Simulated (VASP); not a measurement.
## SrCl2: band structure with PBEsol

SrCl2:

```xyz
3
Lattice="0.0000 3.4884 3.4884 3.4884 0.0000 3.4884 3.4884 3.4884 0.0000" Properties=species:S:1:pos:R:3 pbc="T T T"
Sr    0.0000    0.0000    0.0000
Cl    5.2325    5.2325    5.2325
Cl    1.7442    1.7442    1.7442
```

| Property | Result |
| --- | --- |
| Program | VASP 6.6.1 |
| Task | band structure |
| Functional | PBEsol |
| Potentials or basis | VASP PAW PBE potentials, release 64 (Sr_sv, Cl) |
| Cutoff | 520 eV |
| k mesh | 8 × 8 × 8 |
| Occupations | gaussian, width 0.02 eV |
| Spin | no spin polarisation |
| Ladder | free |
| Further INCAR settings | ALGO = Normal; EDIFF = 1e-06 |

The band gap on the k mesh is 5.13 eV, indirect (least direct gap 5.36 eV). The band gap along the path is 5.13 eV, indirect (least direct gap 5.36 eV).

Levels at the corners of the path, in eV from the valence-band top:
| point | band 9 | band 10 | band 11 | band 12 | band 13 | band 14 | band 15 | band 16 |
| --- | --- | --- | --- | --- | --- | --- | --- | --- |
| Γ | -2.17 | -0.34 | -0.34 | -0.34 | 5.13 | 5.97 | 5.97 | 8.88 |
| X | -1.91 | -0.41 | -0.41 | 0.00 | 5.36 | 6.93 | 7.52 | 7.94 |
| X | -1.91 | -0.41 | -0.41 | 0.00 | 5.36 | 6.93 | 7.52 | 7.94 |
| W | -1.24 | -1.24 | -0.32 | -0.10 | 6.11 | 6.89 | 7.11 | 7.11 |
| W | -1.24 | -1.24 | -0.32 | -0.10 | 6.11 | 6.89 | 7.11 | 7.11 |
| K | -1.75 | -0.73 | -0.55 | -0.11 | 5.82 | 7.01 | 7.23 | 7.48 |
| K | -1.75 | -0.73 | -0.55 | -0.11 | 5.82 | 7.01 | 7.23 | 7.48 |
| Γ | -2.17 | -0.34 | -0.34 | -0.34 | 5.13 | 5.97 | 5.97 | 8.88 |
| Γ | -2.17 | -0.34 | -0.34 | -0.34 | 5.13 | 5.97 | 5.97 | 8.88 |
| L | -1.54 | -1.35 | -1.07 | -1.07 | 6.61 | 6.61 | 7.41 | 7.71 |
| L | -1.54 | -1.35 | -1.07 | -1.07 | 6.61 | 6.61 | 7.41 | 7.71 |
| U | -1.75 | -0.73 | -0.55 | -0.11 | 5.82 | 7.01 | 7.23 | 7.49 |
| U | -1.75 | -0.73 | -0.55 | -0.11 | 5.82 | 7.01 | 7.23 | 7.48 |
| W | -1.24 | -1.24 | -0.32 | -0.10 | 6.11 | 6.89 | 7.11 | 7.11 |
| W | -1.24 | -1.24 | -0.32 | -0.10 | 6.11 | 6.89 | 7.11 | 7.11 |
| L | -1.54 | -1.35 | -1.07 | -1.07 | 6.61 | 6.61 | 7.41 | 7.71 |
| L | -1.54 | -1.35 | -1.07 | -1.07 | 6.61 | 6.61 | 7.41 | 7.71 |
| K | -1.75 | -0.73 | -0.55 | -0.11 | 5.82 | 7.01 | 7.23 | 7.48 |
| U | -1.75 | -0.73 | -0.55 | -0.11 | 5.82 | 7.01 | 7.23 | 7.48 |
| X | -1.91 | -0.41 | -0.41 | 0.00 | 5.36 | 6.93 | 7.52 | 7.94 |

It took 110 s on 1 thread of Intel(R) Xeon(R) Platinum 8488C (Sapphire Rapids), with other jobs on the host, peak memory 0.31 GiB.

Caveat: the log is that of the step along the path at fixed density, whose energy, stress, charges and moments have no meaning. PBEsol gaps usually lie below the measured ones, often by a third to a half.
